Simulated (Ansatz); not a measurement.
# TaC: the cost of one run

Computed with Ansatz 0.2.0 (DFT PBE, scalar-relativistic, plane waves, PAW, unless a step's input says otherwise).

The COD entry's cell or inner coordinates are ideal or old and differ from later refinements, so a difference from it is no clean test against experiment.

1 further run of the same task is left out (set aside as unsound or not needed).

### 1 The structure to begin with

It takes space group Fm-3m (No. 225, cubic). The conventional cell has a = 4.475 Å, b = 4.475 Å, c = 4.475 Å, α = 90.00°, β = 90.00°, γ = 90.00°. Ta (site symmetry m-3m) is surrounded by 6 C at 2.24 Å. C (site symmetry m-3m) is surrounded by 6 Ta at 2.24 Å.

As a file:

```
CELL_PARAMETERS angstrom
0.00000 2.23760 2.23760
2.23760 0.00000 2.23760
2.23760 2.23760 0.00000
ATOMIC_POSITIONS crystal
Ta 0.00000 0.00000 0.00000
C 0.50000 0.50000 0.50000
```

This cell was relaxed beforehand with the same method: volume 11.20 Å³/atom, gap on the mesh none (metal).

### 2 Static run: bands, density of states and charges

The input, input.yaml:

```yaml
crystal:
  lattice:
    - [0.0, 2.237600604, 2.237600604]
    - [2.237600604, 0.0, 2.237600604]
    - [2.237600604, 2.237600604, 0.0]
  atoms:
    - { symbol: Ta, position: [0.0, 0.0, 0.0] }
    - { symbol: C, position: [0.5, 0.5, 0.5] }
basis:
  ecutwfc: 420
kpoints:
  mp_grid: { grid: [16, 16, 16] }
  band_path:
    path:
      - [[0.0, 0.0, 0.0], [0.5, 0.0, 0.5], [0.625, 0.25, 0.625]]
      - [[0.375, 0.375, 0.75], [0.0, 0.0, 0.0], [0.5, 0.5, 0.5], [0.5, 0.25, 0.75], [0.5, 0.0, 0.5]]
    npoints: 14
hamiltonian:
  xc: pbe
scf:
  occupations: { method: gaussian, width: 0.1 }
  n_extra_bands: 6
output:
  forces: true
  stress: true
  eigenvalues: true
  populations: true
  dos: { projected: true, de: 0.02, nscf_kmesh: { grid: [24, 24, 24] } }
  bader: true
```

The run is started by

```
ansatz run input.yaml --threads 1 --pin off --max-ram 2560MiB --backend cpu --events-out ev --progress --plain --runs-dir out
```

What time and memory should one allow on 1 thread of Intel Xeon Platinum 8375C at 2.90GHz (Ice Lake), shared host?

About 24 s, with a peak of 0.41 GiB.
